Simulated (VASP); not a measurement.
## InSb in VASP 6.6.1, single-point calculation

INCAR

```
GGA = PE
ALGO = VeryFast
SIGMA = 0.02
ISMEAR = -1
NSW = 0
LWAVE = .FALSE.
LCHARG = .FALSE.
LREAL = .FALSE.
NELM = 66
ENCUT = 250
ISIF = 2
NBANDS = 16
IBRION = -1
LASPH = .TRUE.
EDIFF = 1E-7
PREC = Accurate
```

KPOINTS

```
KPOINTS created by Atomic Simulation Environment
0
Gamma
6 6 6
0 0 0
```

POSCAR

```
In Sb
 1.0000000000000000
     0.0000000000000000    3.2795130145000000    3.3162435602999998
     3.2795130145000000    0.0000000000000000    3.3162435602999998
     3.2795130145000000    3.2795130145000000    0.0000000000000000
 In  Sb
   1   1
Cartesian
  0.0000000000000000  0.0000000000000000  0.0000000000000000
  1.6397565072500004  1.6397565072500004  1.6581217801499999
```

The recommended PBE PAW datasets give the neutral cell 18 valence electrons.

Command

```
mpirun -np 1 vasp_std
```

OSZICAR

```
N       E                     dE             d eps       ncg     rms          rms(c)
RMM:   1     0.100973159991E+03    0.10097E+03   -0.38278E+03   480   0.530E+02
RMM:   2    -0.131209561695E+02   -0.11409E+03   -0.14175E+03   480   0.186E+02
RMM:   3    -0.495984433944E+01    0.81611E+01   -0.12360E+02   480   0.939E+01
RMM:   4    -0.673742900980E+01   -0.17776E+01   -0.15241E+01   480   0.379E+01
RMM:   5    -0.698832203771E+01   -0.25089E+00   -0.47447E+00   480   0.205E+01
RMM:   6    -0.700562065892E+01   -0.17299E-01   -0.19187E+00   480   0.121E+01
RMM:   7    -0.701812787510E+01   -0.12507E-01   -0.95813E-01   480   0.812E+00
RMM:   8    -0.702206183997E+01   -0.39340E-02   -0.48785E-01   480   0.549E+00
RMM:   9    -0.701971067348E+01    0.23512E-02   -0.21343E-01  1604   0.399E+00
RMM:  10    -0.702789971597E+01   -0.81890E-02   -0.50448E-02  1559   0.108E+00
...
RMM:  16    -0.692571645484E+01   -0.66953E-03   -0.37608E-03  1183   0.604E-01    0.540E-02
RMM:  17    -0.692578620547E+01   -0.69751E-04   -0.12604E-03  1523   0.308E-01    0.576E-02
RMM:  18    -0.692579055543E+01   -0.43500E-05   -0.12026E-04  1463   0.968E-02    0.775E-02
RMM:  19    -0.692583697336E+01   -0.46418E-04   -0.68829E-05  1148   0.537E-02    0.427E-02
RMM:  20    -0.692584047810E+01   -0.35047E-05   -0.26309E-05  1149   0.456E-02    0.229E-02
RMM:  21    -0.692584059650E+01   -0.11840E-06   -0.41700E-06  1270   0.213E-02    0.152E-02
RMM:  22    -0.692584127653E+01   -0.68002E-06   -0.14443E-06  1393   0.100E-02    0.739E-03
RMM:  23    -0.692584167265E+01   -0.39612E-06   -0.70129E-07  1155   0.883E-03    0.137E-03
RMM:  24    -0.692584167350E+01   -0.84742E-09   -0.14895E-07   850   0.334E-03
   1 F= -.69258417E+01 E0= -.69256931E+01  d E =-.297240E-03
```

From OUTCAR

```
k-points           NKPTS =     30   k-points in BZ     NKDIM =     30   number of bands    NBANDS=     16

   NELECT =      18.0000    total number of electrons

   dimension x,y,z NGX =    24 NGY =   24 NGZ =   24
   dimension x,y,z NGXF=    48 NGYF=   48 NGZF=   48

  energy-cutoff  :      250.00
  volume of cell :       71.33
      direct lattice vectors                 reciprocal lattice vectors
     0.000000000  3.279513014  3.316243560    -0.152461661  0.152461661  0.150773003
     3.279513014  0.000000000  3.316243560     0.152461661 -0.152461661  0.150773003
     3.279513014  3.279513014  0.000000000     0.152461661  0.152461661 -0.150773003

 k-points in reciprocal lattice and weights: KPOINTS created by Atomic Simulation Env
   0.00000000  0.00000000  0.00000000       0.005
   0.16666667  0.00000000  0.00000000       0.037
   0.33333333  0.00000000  0.00000000       0.037
   0.50000000  0.00000000  0.00000000       0.019
   0.16666667  0.16666667  0.00000000       0.009
   0.33333333  0.16666667  0.00000000       0.037
   0.50000000  0.16666667  0.00000000       0.037
  -0.33333333  0.16666667  0.00000000       0.037
   ...

 E-fermi :   4.6396

 k-point     1 :       0.0000    0.0000    0.0000
  band No.  band energies     occupation
      1      -9.8700      2.00000
      2      -9.8678      2.00000
      3      -9.8678      2.00000
      4      -9.7967      2.00000
      5      -9.7950      2.00000
      6      -5.8047      2.00000
      7       4.1522      2.00000
      8       4.5839      1.88347
      9       4.6373      1.05829
     10       4.6373      1.05824
     11       7.5702      0.00000
     12       7.5702      0.00000
     13       7.5951      0.00000
     14      10.3062      0.00000
     15      12.7250      0.00000
     16      13.3427      0.00000

 k-point     2 :       0.1667    0.0000    0.0000
  band No.  band energies     occupation
      1      -9.8785      2.00000
      2      -9.8647      2.00000
      3      -9.8633      2.00000
      4      -9.7972      2.00000
      5      -9.7952      2.00000
      6      -5.5731      2.00000
      7       2.1512      2.00000
      8       4.2878      2.00000
      9       4.3333      2.00000
     10       5.4696      0.00000
     11       8.0019      0.00000
     12       8.0043      0.00000
     13       8.2510      0.00000
     14      11.3820      0.00000
     15      11.8618      0.00000
     16      11.9491      0.00000

 k-point     3 :       0.3333    0.0000    0.0000
  band No.  band energies     occupation
      1      -9.8977      2.00000
      2      -9.8565      2.00000
      3      -9.8552      2.00000
      4      -9.7965      2.00000
      5      -9.7942      2.00000
      6      -4.9796      2.00000
      7       0.1384      2.00000
      8       3.8306      2.00000
      9       3.8921      2.00000
     10       5.2250      0.00000
     11       8.3912      0.00000
     12       8.4249      0.00000
     13      10.2628      0.00000
     14      11.3214      0.00000
     15      12.2842      0.00000
     16      12.2953      0.00000

 ...

  Total        0.4253604      0.4253604      0.3083220      0.0000000      0.0000000     -0.0000000
  in kB        9.5537209      9.5537209      6.9250038      0.0000000      0.0000000     -0.0000000
  external PRESSURE =       8.6774819 kB  Pullay stress =       0.0000000 kB

 POSITION                                       TOTAL-FORCE (eV/Angst)
 -----------------------------------------------------------------------------------
      0.00000      0.00000      0.00000        -0.000000     -0.000000     -0.000000
      1.63976      1.63976      1.65812         0.000000      0.000000      0.000000
 -----------------------------------------------------------------------------------
    total drift:                               -0.000001     -0.000001      0.000000

  FREE ENERGIE OF THE ION-ELECTRON SYSTEM (eV)
  ---------------------------------------------------
  free  energy   TOTEN  =        -6.9258416735 eV

  energy  without entropy=       -6.9255444339  energy(sigma->0) =       -6.92569305
```

It converged. Results: gap between bands v and c on the k mesh 0.00 eV; least direct gap on the k mesh 0.00 eV; pressure 0.9 GPa. Band v is the last that the valence electrons fill when counted band by band, and c is the next.

For comparison, a separate PBE run of the intended cell, on usual settings and not on those above, gives a gap of 0.00 eV on its mesh and a pressure of 1.0 GPa.

The run above took about 13 s on one core of a shared host (Intel Xeon Platinum 8488C) and held 0.14 GiB at most.
